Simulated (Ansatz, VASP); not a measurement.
## BaZrO3 in two plane-wave programs

Aim: how closely do two programs agree when they are given the same cell, functional and k mesh? The cell is a member of a volume series, scaled by 0.985 from a relaxed one, so a pressure remains.

Program: Ansatz 0.2.0. Level of theory: plane waves, with VASP 6.6.1 beside it; single point at LDA and single point at r2SCAN. Results are calculated unless marked as measured.

**1. The structure**

It takes space group Pm-3m (No. 221, cubic). Conventional cell: a = 4.138 Å, b = 4.138 Å, c = 4.138 Å, α = 90.00°, β = 90.00°, γ = 90.00°. Nearest to Ba lie 12 O at 2.93 Å. Zr has 6 O at 2.07 Å nearest. O has 2 Zr at 2.07 Å and 4 Ba at 2.93 Å nearest. Farther neighbours and most contacts between anions are not listed.

Coordinates:

```xyz
5
Lattice="4.1378 0.0000 0.0000 0.0000 4.1378 0.0000 0.0000 0.0000 4.1378" Properties=species:S:1:pos:R:3 pbc="T T T"
Ba    0.0000    0.0000    0.0000
Zr    2.0689    2.0689    2.0689
O     2.0689    2.0689    0.0000
O     2.0689    0.0000    2.0689
O     0.0000    2.0689    2.0689
```

**2. VASP: single point, LDA, volume scaled by 0.985**

A single point gives forces, pressure and levels at one fixed geometry, so differences don't come from the geometry; what else differs is listed under the comparison.

Lines of VASP's logs that name or quote its potential files are left out, and so is its time.

The input asks for a relaxation, which ended at its first step since no free force or stress exceeded the threshold; so it serves as a single point.

INCAR

```
SYSTEM = BaZrO3
PREC = Accurate
ENCUT = 560
EDIFF = 1E-06
NELM = 100
ISMEAR = 0
SIGMA = 0.03
LREAL = .FALSE.
ALGO = Normal
GGA = CA
NBANDS = 26
LASPH = .TRUE.
LORBIT = 11
LWAVE = .FALSE.
LCHARG = .FALSE.
KPAR = 8
IBRION = 2
NSW = 30
ISIF = 4
EDIFFG = -0.01
```

POSCAR

```
BaZrO3
1.0
    4.1377959630      0.0000000000      0.0000000000
    0.0000000000      4.1377959630      0.0000000000
    0.0000000000      0.0000000000      4.1377959630
Ba Zr O
1 1 3
Direct
    0.0000000000      0.0000000000      0.0000000000
    0.5000000000      0.5000000000      0.5000000000
    0.5000000000      0.5000000000      0.0000000000
    0.5000000000      0.0000000000      0.5000000000
    0.0000000000      0.5000000000      0.5000000000
```

KPOINTS

```
Automatic mesh
0
Gamma
6 6 6
0 0 0
```

The projector-augmented-wave data sets are Ba_sv, Zr_sv and O (LDA family, release 64).

Launch:

```bash
mpirun -np 8 vasp_std
```

Numbers of over 12 decimals in the logs are rounded to 6 here.

The program printed:

```text
[banner, memory and clock lines left out]
running    8 mpi-ranks, on    1 nodes
 distrk:  each k-point on    1 cores,    8 groups
 distr:  one band on    1 cores,    1 groups

 POSCAR found type information on POSCAR BaZrO
 POSCAR found :  3 types and       5 ions
|                                                                             |
|           W    W    AA    RRRRR   N    N  II  N    N   GGGG   !!!           |
|           W    W   A  A   R    R  NN   N  II  NN   N  G    G  !!!           |
|           W    W  A    A  R    R  N N  N  II  N N  N  G       !!!           |
|           W WW W  AAAAAA  RRRRR   N  N N  II  N  N N  G  GGG   !            |
|           WW  WW  A    A  R   R   N   NN  II  N   NN  G    G                |
|           W    W  A    A  R    R  N    N  II  N    N   GGGG   !!!           |
|                                                                             |
|     For optimal performance we recommend to set                             |
|       NCORE = 2 up to number-of-cores-per-socket                            |
|     NCORE specifies how many cores store one orbital (NPAR=cpu/NCORE).      |
|     This setting can greatly improve the performance of VASP for DFT.       |
|     The default, NCORE=1 might be grossly inefficient on modern             |
|     multi-core architectures or massively parallel machines. Do your        |
|     Unfortunately you need to use the default for GW and RPA                |
|     calculations (for HF NCORE is supported but not extensively tested      |
|     yet).                                                                   |
|                                                                             |

 LDA part: xc-table for (Slater(with rela. corr.)+CA(PZ))
 , standard interpolation
 POSCAR, INCAR and KPOINTS ok, starting setup
 FFT: planning ... GRIDC
 FFT: planning ... GRID_SOFT
 FFT: planning ... GRID
 WAVECAR not read
 entering main loop
       N       E                     dE             d eps       ncg     rms          rms(c)
DAV:   1     0.329585087679E+03    0.32959E+03   -0.23296E+04  1040   0.162E+03
DAV:   2    -0.312568653057E+02   -0.36084E+03   -0.35083E+03  1294   0.384E+02
DAV:   3    -0.525190755551E+02   -0.21262E+02   -0.21209E+02  1684   0.901E+01
DAV:   4    -0.530199610871E+02   -0.50089E+00   -0.50040E+00  1420   0.113E+01
DAV:   5    -0.530322028346E+02   -0.12242E-01   -0.12240E-01  1536   0.130E+00    0.316E+01
DAV:   6    -0.459351343636E+02    0.70971E+01   -0.39833E+01  1260   0.409E+01    0.145E+01
DAV:   7    -0.457992812504E+02    0.13585E+00   -0.30799E+00  1434   0.100E+01    0.875E+00
DAV:   8    -0.457382400511E+02    0.61041E-01   -0.31413E-01  1348   0.427E+00    0.674E-01
DAV:   9    -0.457335247763E+02    0.47153E-02   -0.52647E-02  1438   0.132E+00    0.476E-01
DAV:  10    -0.457335130810E+02    0.11695E-04   -0.12919E-02  1394   0.958E-01    0.229E-01
DAV:  11    -0.457331786382E+02    0.33444E-03   -0.21577E-03  1300   0.403E-01    0.295E-02
DAV:  12    -0.457331780499E+02    0.58835E-06   -0.10519E-04  1410   0.735E-02    0.296E-02
DAV:  13    -0.457331767409E+02    0.13090E-05   -0.70739E-06  1366   0.196E-02    0.291E-03
DAV:  14    -0.457331767274E+02    0.13489E-07   -0.54712E-07   690   0.664E-03
   1 F= -.45733177E+02 E0= -.45733177E+02  d E =-.457332E+02
 curvature:   0.00 expect dE= 0.000E+00 dE for cont linesearch  0.000E+00
 trial: gam= 0.00000 g(F)=  0.000E+00 g(S)=  0.167E-32 ort = 0.000E+00 (trialstep = 0.100E+01)
 search vector abs. value=  0.100E-09
 reached required accuracy - stopping structural energy minimisation
```

OUTCAR, selected parts (step 2):

```text
ion  position               nearest neighbor table
   1  0.000  0.000  0.000-   3 2.93   4 2.93   5 2.93   4 2.93   5 2.93   3 2.93   5 2.93   5 2.93
                             3 2.93   4 2.93   4 2.93   3 2.93   2 3.58   2 3.58   2 3.58   2 3.58
   2  0.500  0.500  0.500-   3 2.07   4 2.07   5 2.07   3 2.07   4 2.07   5 2.07   1 3.58   1 3.58
                             1 3.58   1 3.58   1 3.58   1 3.58   1 3.58   1 3.58
   3  0.500  0.500  0.000-   2 2.07   2 2.07   1 2.93   1 2.93   1 2.93   1 2.93
   4  0.500  0.000  0.500-   2 2.07   2 2.07   1 2.93   1 2.93   1 2.93   1 2.93
   5  0.000  0.500  0.500-   2 2.07   2 2.07   1 2.93   1 2.93   1 2.93   1 2.93

  LATTYP: Found a simple cubic cell.
 ALAT       =     4.1377959630

 Subroutine GETGRP returns: Found 48 space group operations
 (whereof 48 operations were pure point group operations)

The static configuration has the point symmetry O_h .

 Found     20 irreducible k-points:

   k-points           NKPTS =     20   k-points in BZ     NKDIM =     20   number of bands    NBANDS=     26

   dimension x,y,z NGX =    32 NGY =   32 NGZ =   32
   dimension x,y,z NGXF=    64 NGYF=   64 NGZF=   64

   ENCUT  =  560.0 eV  41.16 Ry    6.42 a.u.   7.98  7.98  7.98*2*pi/ulx,y,z

   NELECT =      40.0000    total number of electrons

 k-points in reciprocal lattice and weights: Automatic mesh
   0.00000000  0.00000000  0.00000000       0.005
   0.16666667  0.00000000  0.00000000       0.028
   0.33333333  0.00000000  0.00000000       0.028
   0.50000000  0.00000000  0.00000000       0.014
   0.16666667  0.16666667  0.00000000       0.056
   0.33333333  0.16666667  0.00000000       0.111
   0.50000000  0.16666667  0.00000000       0.056
   0.33333333  0.33333333  0.00000000       0.056
   0.50000000  0.33333333  0.00000000       0.056
[...]
0.50000000  0.50000000  0.33333333       0.028
   0.50000000  0.50000000  0.50000000       0.005

 average (electrostatic) potential at core
       1 -32.4900       2 -77.4373       3 -70.2294       4 -70.2294       5 -70.2294

 E-fermi :   4.0216

 k-point     1 :       0.0000    0.0000    0.0000
  band No.  band energies     occupation
    ...
     16       2.6924      2.00000
     17       2.6924      2.00000
     18       3.5860      2.00000
     19       3.5860      2.00000
     20       3.5860      2.00000
     21       6.9010      0.00000
     22       6.9010      0.00000
     23       6.9010      0.00000
     24       8.3143      0.00000
     25       8.3143      0.00000
    ...

 k-point     2 :       0.1667    0.0000    0.0000
  band No.  band energies     occupation
    ...
     16       2.4269      2.00000
     17       2.4688      2.00000
     18       2.8777      2.00000
     19       3.5020      2.00000
     20       3.5020      2.00000
     21       7.0065      0.00000
     22       7.5630      0.00000
     23       7.5630      0.00000
     24       8.7844      0.00000
     25       8.7953      0.00000
    ...

 k-point     3 :       0.3333    0.0000    0.0000
  band No.  band energies     occupation
    ...
     16       2.0740      2.00000
     17       2.0858      2.00000
     18       2.1248      2.00000
     19       3.4031      2.00000
     20       3.4031      2.00000
     21       7.2490      0.00000
     22       8.8906      0.00000
     23       8.8906      0.00000
     24       9.7317      0.00000
     25       9.8866      0.00000
    ...

  Total        1.2045725      1.2045725      1.2045725      0.0000000      0.0000000     -0.0000000
  in kB       27.2418322     27.2418322     27.2418322      0.0000000      0.0000000     -0.0000000
  external PRESSURE =      27.2418322 kB  Pullay stress =       0.0000000 kB

  energy-cutoff  :      560.00
  volume of cell :       70.84
      direct lattice vectors                 reciprocal lattice vectors
     4.137795963  0.000000000  0.000000000     0.241674555  0.000000000  0.000000000
     0.000000000  4.137795963  0.000000000     0.000000000  0.241674555  0.000000000
     0.000000000  0.000000000  4.137795963     0.000000000  0.000000000  0.241674555

 POSITION                                       TOTAL-FORCE (eV/Angst)
 -----------------------------------------------------------------------------------
      0.00000      0.00000      0.00000         0.000000      0.000000      0.000000
      2.06890      2.06890      2.06890         0.000000      0.000000      0.000000
      2.06890      2.06890      0.00000         0.000000      0.000000      0.000000
      2.06890      0.00000      2.06890         0.000000      0.000000      0.000000
      0.00000      2.06890      2.06890         0.000000      0.000000      0.000000
 -----------------------------------------------------------------------------------
    total drift:                                0.000000     -0.000000     -0.000000

  FREE ENERGIE OF THE ION-ELECTRON SYSTEM (eV)
  ---------------------------------------------------
  free  energy   TOTEN  =       -45.7331767274 eV

  energy  without entropy=      -45.7331767274  energy(sigma->0) =      -45.73317673

 reached required accuracy - stopping structural energy minimisation

 total charge
# of ion       s       p       d       tot
------------------------------------------
    1        2.001   5.621   0.299   7.921
    2        2.215   6.105   1.508   9.828
    3        1.550   3.484   0.000   5.034
    4        1.550   3.484   0.000   5.034
    5        1.550   3.484   0.000   5.034
--------------------------------------------------
tot          8.866  22.179   1.807  32.852

[... 3 further parts left out ...]
```

Harder data sets than Ba_sv exist (the GW ones), and pressures, volumes and forces can shift noticeably with them.

**3. Ansatz: single point, LDA, volume scaled by 0.985**

Ansatz runs on its default PAW (the set named soft_2) files.

The same cell, functional (in two slightly different forms), mesh and smearing now go to Ansatz, which takes its cutoff from its data sets.

input.yaml

```yaml
crystal:
  lattice:
    - [4.13779596, 0.0, 0.0]
    - [0.0, 4.13779596, 0.0]
    - [0.0, 0.0, 4.13779596]
  atoms:
    - { symbol: Ba, position: [0.0, 0.0, 0.0] }
    - { symbol: Zr, position: [0.5, 0.5, 0.5] }
    - { symbol: O, position: [0.5, 0.5, 0.0] }
    - { symbol: O, position: [0.5, 0.0, 0.5] }
    - { symbol: O, position: [0.0, 0.5, 0.5] }
hamiltonian:
  xc: lda
  pseudopotentials: { kind: paw }
kpoints:
  mp_grid: { grid: [6, 6, 6] }
scf:
  occupations: { method: gaussian, width: 0.03 }
  n_extra_bands: 5
output:
  forces: true
  stress: true
  eigenvalues: true
```

Launch:

```bash
ansatz run input.yaml --threads 2 --pin off --max-ram 4608MiB --backend cpu --events-out ev --progress --plain --runs-dir out
```

The program printed:

```text
scf.n_extra_bands = 5 over 20 filled bands (N_el = 40.0): the run solves 25 bands
Engine: ansatz 0.2.0, aarch64-unknown-linux-gnu
Pseudopotentials: kind: paw
Pseudopotential: Ba, paw, valence charge 10, recommended cutoff 420 eV (normal), Ba.paw.azcp
Pseudopotential: Zr, paw, valence charge 12, recommended cutoff 420 eV (normal), Zr.paw.azcp
Pseudopotential: O, paw, valence charge 6, recommended cutoff 420 eV (normal), O.paw.azcp
Functional definition: SPW92
  exchange = slater_x
  correlation = pw_c
Crystal: 5 atoms, lattice volume = 70.845 Å³
Basis set: ecut = 420 eV, 1357 PW (Γ)
Bands: 25, of which v1, the nominal top of the filled ones, is band 20 counted from 1 (19 counted from 0)
Symmetry: 48 space group operations
Space group: Pm-3m (ITA 221), of the structure as read, at distance tolerance 4.1e-5 Å
k-points: 20 of 216
Non-local potential: Ba, projectors of the file, l = 0: 3, l = 1: 2, l = 2: 2, l = 3: 2
Non-local potential: Zr, projectors of the file, l = 0: 3, l = 1: 2, l = 2: 2, l = 3: 2
Non-local potential: O, projectors of the file, l = 0: 2, l = 1: 2, l = 2: 1
PAW form: soft (Blöchl's): semilocal exchange-correlation on the pseudo side does not see the compensation charge
PAW frozen core: Ba, regenerated for the run's functional, and the local potential with it (the file was generated under x = pbe(κ = 0.804, μ = 0.219515), c = pbe(β = 0.066725))
PAW frozen core: Zr, regenerated for the run's functional, and the local potential with it (the file was generated under x = pbe(κ = 0.804, μ = 0.219515), c = pbe(β = 0.066725))
PAW frozen core: O, regenerated for the run's functional, and the local potential with it (the file was generated under x = pbe(κ = 0.804, μ = 0.219515), c = pbe(β = 0.066725))
PAW one-centre angular grid: Ba, 194 points (default); XC on 64 Gauss nodes
PAW one-centre angular grid: Zr, 590 points (default); XC on 64 Gauss nodes
PAW one-centre angular grid: O, 110 points (default); XC on 64 Gauss nodes
Initial density: superposition of atomic densities (neutral atoms: chi_scale 0, normalization atom), corrected by the library's trained network
Initial wavefunctions: pseudopotential atomic-orbital guess
Functional: x = slater, c = lda
SCF iter   1: F=—  HF=-11532.433547 eV  |F-HF|=—  |Δ(HF+E_count)|=         —  Δρ=1.65e-2  dr2=1.79e-1  ethr=1.77e-3  ⟨swp⟩=7.5  Hψ=2698  notcnv=0
preconditioner: auto → Resta (q_TF=auto, 2.480 Å⁻¹)  ε∞=3.9  [insulator: Δε(μ)=2.950 eV  Ē_g=16.073 eV  σ=0.030 eV  W_gap=1.00  n_scr=18 (ndim 8)  ℏωp=27.2 eV  f_vac=0.000  D(μ)=0.00/eV (n_scr^D=0)  ε∞_Penn≈3.9]
SCF iter   2: F=—  HF=-11532.393192 eV  |F-HF|=—  |Δ(HF+E_count)|=   4.04e-2  Δρ=5.85e-3  dr2=1.13e-2  ethr=4.46e-4  ⟨swp⟩=2.4  Hψ=983  notcnv=0  defer=18
SCF iter   3: F=—  HF=-11532.390242 eV  |F-HF|=—  |Δ(HF+E_count)|=   2.95e-3  Δρ=2.07e-3  dr2=1.51e-3  ethr=2.83e-5  ⟨swp⟩=2.0  Hψ=845  notcnv=0  defer=20
SCF iter   4: F=—  HF=-11532.389836 eV  |F-HF|=—  |Δ(HF+E_count)|=   4.06e-4  Δρ=2.22e-4  dr2=1.92e-5  ethr=3.78e-6  ⟨swp⟩=2.5  Hψ=810  notcnv=0  defer=20
SCF iter   5: F=—  HF=-11532.389834 eV  |F-HF|=—  |Δ(HF+E_count)|=   2.46e-6  Δρ=2.59e-5  dr2=4.70e-7  ethr=4.80e-8  ⟨swp⟩=1.5  Hψ=575  notcnv=0  defer=20
SCF iter   6: F=-11532.389834 eV  HF=-11532.389834 eV  |F-HF|=6.10e-9  |Δ(HF+E_count)|=   1.67e-7  Δρ=4.98e-6  dr2=1.60e-8  ethr=2.50e-10  ⟨swp⟩=10.6  Hψ=2521  notcnv=0
SCF 1 converged in 6 iterations: F = -11532.389834 eV  dr2 = 1.60e-8
  greatest PAW one-centre occupation: 0.997 electrons in one spin orbital (limit 2), on the Zr atom at site 1 (counted from 0), in its partial waves of l = 0
SCF converged after 6 iterations
Free energy (F): -11532.389834 eV
Harris-Foulkes:  -11532.389834 eV  (|F-HF|=6.10e-9)
Internal energy: -11532.389834 eV  (E = F + TS)
E sigma→0 (E₀):  -11532.389834 eV
Fermi energy:    11.568569 eV
--- Per-component energies (eV) ---
  E_band       = -80.317358
  E_kinetic    = 1034.067408
  E_local      = -1901.699790  (includes V_loc(G=0)·N_el)
  E_nonlocal   = 289.225534
  E_hartree    = 671.073717
  E_xc         = -550.362722
  E_vxc        = -613.270034  (∫ρ·V_xc dr)
  E_paw        = -8347.010219  (= ΣΔE_a)
  E_vpaw       = -230.796991  (= ΣTr[D̂ρ^β])
  E_aug_tail   = 0.007648  (compensation charges beyond the density's cutoff)
  E_ewald      = -2728.635090
  E_core_change = 0.943681  (= ΣΔE_core)
  E_smearing   = -0.000000  (= −TS)
  E_closure    = 0.000000  (closes the sum)
  Σ components = -11532.389834   (vs F -11532.389834, Δ=0.00e0)
--- Forces (eV/Å), atoms counted from 1 ---
  atom   1  Ba    -0.00000000    -0.00000000    -0.00000000
  atom   2  Zr     0.00000000     0.00000000     0.00000000
  atom   3  O     -0.00000000    -0.00000000    -0.00000000
  atom   4  O     -0.00000000    -0.00000000     0.00000000
  atom   5  O      0.00000000     0.00000000     0.00000000
  max |Σ_I F_I| component: 6.25e-29 eV/Å
--- Stress (GPa, compression-positive) ---
        1.227960       0.000000       0.000000
        0.000000       1.227960       0.000000
        0.000000       0.000000       1.227960
  P = ⅓ Tr σ = 1.2280 GPa (12.280 kbar)
--- Band table (eV; the first three rows and the last of 20) ---
  k-point 0: bands = [... 16 lower, 8.8866, 9.8222, 9.8222, 9.8222, 13.1747, 13.1747, 13.1747, 14.6389, ... 1 higher]
  k-point 1: bands = [... 16 lower, 8.6839, 9.1181, 9.7378, 9.7378, 13.2626, 13.8231, 13.8231, 15.0877, ... 1 higher]
  k-point 2: bands = [... 16 lower, 8.3328, 8.3722, 9.6374, 9.6374, 13.4602, 15.1281, 15.1281, 16.0212, ... 1 higher]
  k-point 19: bands = [... 16 lower, 7.4431, 9.9624, 9.9624, 9.9624, 16.1344, 16.1344, 16.1344, 17.2648, ... 1 higher]
```

Run time: 2.5 s. Hardware: 2 threads of Arm Neoverse N1, shared host; peak memory 0.34 GiB; 4.4 s of CPU time.

The run ends at a pressure of 1.23 GPa.

**4. Differences**

Known differences besides the potentials themselves: the two LDA forms differ slightly; the cutoff is 420 eV in Ansatz and 560 eV in VASP; VASP's log shows a relativistic correction to its local exchange, Ansatz's none. Total energies have different zeros and are not compared.

Compared:

```
                                        quantity  Ansatz   VASP  difference
                                  pressure (GPa)    1.23   2.72       -1.50
pressure without Ansatz's Pulay correction (GPa)    0.55   2.72       -2.17
                          gap on the k mesh (eV)   3.212  3.146      +0.066
```

A gap on the mesh is an upper bound, since the band edges may lie between its points. Ansatz's pressure holds a Pulay correction of 0.68 GPa; VASP's holds none.

**5. What the set-up changes**

Further runs change the set-up of one program: Ansatz's method, potentials or start, or VASP's data sets, cutoff or form of LDA. The table gives Ansatz less VASP for each quantity, since a change that brings one quantity closer may part another.

| run | pressure (GPa) | gap on the k mesh (eV) | pressure without Ansatz's Pulay correction (GPa) |
| --- | --- | --- | --- |
| as above | -1.5 | 0.066 | -2.2 |
| cores kept as stored | -1.4 | 0.067 | -2.0 |
| Ansatz's all-electron LAPW method | -1.4 | 0.064 |  |
| Ansatz's larger PAW set (cutoff 900 eV) | -1.4 | 0.064 | -1.5 |
| norm-conserving potentials (cutoff 1143 eV) | -1.7 | 0.073 |  |

(Continued in part 2 of 2.)

[Lines on the potential files, build, host, timing and source positions are cut from VASP's logs without a mark.]

[Logs are printed without paths, hosts, clocks, repeated set-up lines and the standing remarks that a program may print on its own settings, such as how far it seeks lower states.]

[Hosts, paths, dates, database ids (printed as entryN), source tags and the programs' standing remarks are cut or masked in the printed files.]
